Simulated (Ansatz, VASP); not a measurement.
Given: the input of a run of Ansatz 0.2.0 on Ag (Silver). 

input.yaml

```yaml
crystal:
  lattice:
    - [0.0, 2.04275, 2.04275]
    - [2.04275, 0.0, 2.04275]
    - [2.04275, 2.04275, 0.0]
  atoms:
    - { symbol: Ag, position: [0.0, 0.0, 0.0] }
kpoints:
  mp_grid: { grid: [11, 11, 11] }
scf:
  occupations: { method: gaussian, width: 0.015 }
hamiltonian:
  xc: pbe
  pseudopotentials: { kind: all_electron, lapw: { basis_error: 0.001 } }
output:
  forces: true
  stress: true
  eigenvalues: true
```

Potentials or basis: all-electron LAPW, scalar-relativistic.

Launch:

```sh
$ ansatz run input.yaml --threads 1 --pin off --max-ram 3072MiB --backend cpu --events-out ev --progress --plain --runs-dir out
```

Problem. What does the same run look like in VASP 6.6.1? Potentials or basis there: PBE PAW files Ag, 520 eV.

Solution. As run (cutoffs and basis follow the program's own potentials, and thresholds, step limits or extra output files can differ):

The input INCAR:

```
SYSTEM = Ag
ALGO = Normal
EDIFF = 1E-7
ENCUT = 520
GGA = PE
ISIF = 2
ISMEAR = 0
LASPH = .True.
LCHARG = .False.
LREAL = .False.
LWAVE = .False.
NBANDS = 12
NELM = 80
PREC = Accurate
SIGMA = 0.015
```

The input KPOINTS:

```
k-points
0
Gamma
  11 11 11
  0 0 0
```

POSCAR

```
Ag
1.0
    0.0000000000      2.0427500000      2.0427500000
    2.0427500000      0.0000000000      2.0427500000
    2.0427500000      2.0427500000      0.0000000000
Ag
1
Direct
    0.0000000000      0.0000000000      0.0000000000
```

Potentials or basis: VASP PAW PBE potentials, release 64 (Ag).

Run with:

```sh
$ cat potpaw_PBE.64/Ag/POTCAR > POTCAR
$ mpirun -np 1 vasp_std > vasp.out
```

Both were run:

|  | Ansatz | VASP |
| --- | --- | --- |
| Pressure | 4.3 GPa | 4.1 GPa |

Where Ansatz's input types no cutoff or centring, it takes its own default and a Γ-centred mesh.

Pressure is positive in compression.
